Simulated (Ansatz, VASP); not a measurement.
**Two plane-wave programs on Ir**

File INCAR:

```
SYSTEM = Ir
ALGO = Normal
EDIFF = 1E-7
EDIFFG = -0.005
ENCUT = 600
GGA = PE
IBRION = 2
ISIF = 3
ISMEAR = 0
LASPH = .True.
LCHARG = .False.
LREAL = .False.
LWAVE = .False.
NELM = 60
NSW = 100
PREC = Accurate
SIGMA = 0.1
```

KPOINTS

```
k-points
0
Gamma
  18 18 18
  0 0 0
```

The input POSCAR:

```
Ir
1.0
    0.0000000000      1.9269646676      1.9269646676
    1.9269646676      0.0000000000      1.9269646676
    1.9269646676      1.9269646676      0.0000000000
Ir
1
Direct
    0.0000000000      0.0000000000      0.0000000000
```

Input for Ansatz:

```yaml
crystal:
  lattice:
    - [0.0, 1.9269646676, 1.9269646676]
    - [1.9269646676, 0.0, 1.9269646676]
    - [1.9269646676, 1.9269646676, 0.0]
  atoms:
    - { symbol: Ir, position: [0.0, 0.0, 0.0] }
basis:
  ecutwfc: 420
kpoints:
  mp_grid: { grid: [18, 18, 18] }
hamiltonian:
  xc: pbe
scf:
  occupations: { method: gaussian, width: 0.1 }
output:
  forces: true
  stress: true
  eigenvalues: true
relax:
  adjacent_minimum: "off"
  f_tol: 0.005
  max_steps: 80
  cell: { stress_tol: 0.05 }
```

Alike in both runs: task relaxation of cell and atoms; functional PBE; k mesh 18 × 18 × 18; occupations gaussian, width 0.1 eV; no spin polarisation.

```csv
,VASP,Ansatz
version,VASP 6.6.1,Ansatz 0.2.0
potentials or method,"VASP PAW PBE potentials, release 64 (Ir)","scalar-relativistic, plane waves, PAW"
plane-wave cutoff (eV),600,420
valence electrons in the cell,9,17
```

Ansatz gave:

* gap on the k mesh at the Fermi level, each at its own relaxed structure (eV): none
* relaxed volume (Å³/atom): 14.50
* relaxed cell length with the largest relative difference (Å): 2.737
* energy change over the relaxation (meV/atom): -3

What did VASP give for the same quantities?

gap on the k mesh at the Fermi level, each at its own relaxed structure (eV): none; relaxed volume (Å³/atom): 14.52; relaxed cell length with the largest relative difference (Å): 2.738; energy change over the relaxation (meV/atom): -3.

A gap of «none» marks a metal or a gap that the smearing closes. The two sets of potentials don't hold the same shells in valence.

The runs have no spin-orbit coupling, so splittings on Ir are missing.
